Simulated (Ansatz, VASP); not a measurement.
CdH6 in VASP and in Ansatz

```xyz
7
Lattice="3.8551 0.0000 0.0000 0.0000 3.8551 0.0000 0.0000 0.0000 7.4094" Properties=species:S:1:pos:R:3 pbc="T T T"
Cd    1.9275    1.9275    3.7047
H     3.4812    1.9275    0.0000
H     0.3739    1.9275    0.0000
H     1.9275    3.4812    0.0000
H     1.9275    0.3739    0.0000
H     0.0000    1.9275    3.7047
H     1.9275    0.0000    3.7047
```

Alike in both runs: functional PBE; k mesh 10 × 10 × 6; occupations gaussian, width 0.1 eV; no spin polarisation.

Ansatz relaxed the structure, and its values are those at the end. VASP's run is a single point on that final structure, the one shown.

|  | VASP | Ansatz |
| --- | --- | --- |
| version | VASP 6.6.1 | Ansatz 0.2.0 |
| potentials or method | VASP PAW PBE potentials, release 64 (Cd, H) | scalar-relativistic, plane waves, PAW |
| plane-wave cutoff (eV) | 520 | 420 |
| valence electrons in the cell | 18 | 26 |

```tsv
	VASP	Ansatz	Ansatz less VASP
gap on the k mesh at the Fermi level (eV)	none	none	-
pressure (GPa)	0.0	0.0	+0.03
rms of the force components (eV/Å)	0.005	0.000	-0.0050
```

A gap of «none» marks a metal or a gap that the smearing closes. The functional is the same, so the differences come from potentials, cutoffs and numerics. The two sets of potentials don't hold the same shells in valence.
